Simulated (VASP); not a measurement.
NaCl, 2 atoms in the cell. Symmetry: Fm-3m, No. 225, cubic system. Conventional cell: a = 5.588 Å, b = 5.588 Å, c = 5.588 Å, α = 90.00°, β = 90.00°, γ = 90.00°. Cl (site symmetry m-3m) is surrounded by 6 Na at 2.79 Å. Around Na (site symmetry m-3m) lie 6 Cl at 2.79 Å. The cell is a database's computed one.

| Quantity | Value |
| --- | --- |
| Program | VASP 6.6.1 |
| Task | band structure |
| Functional | HSE03 |
| Potentials or basis | VASP PAW PBE potentials, release 64 (Cl, Na_pv) |
| Cutoff | 520 eV |
| k mesh | 6 × 6 × 6 |
| Occupations | gaussian, width 0.02 eV |
| Spin | no spin polarisation |
| Ladder | free |
| Grid for exact exchange (PRECFOCK) | Fast |
| Further INCAR settings | ALGO = Normal; EDIFF = 1e-06; NBANDS = 14 |

Potentials or basis: VASP PAW PBE potentials, release 64 (Cl, Na_pv).

The run is started by

```sh
$ cat potpaw_PBE.64/Cl/POTCAR potpaw_PBE.64/Na_pv/POTCAR > POTCAR
$ cp INCAR.step1 INCAR
$ mpirun -np 4 vasp_std > vasp.out
$ cp INCAR.step2 INCAR
$ mpirun -np 4 vasp_std > vasp.out
```

Hardware: 4 MPI ranks on Intel(R) Xeon(R) 6975P-C (Granite Rapids), with other jobs on the host.

Estimate the wall time of this run.

Run time: 8.8 min on 4 MPI ranks on Intel(R) Xeon(R) 6975P-C (Granite Rapids), on a shared host, peak memory 0.34 GiB a rank. Counts: scf iterations 70, k points 16.
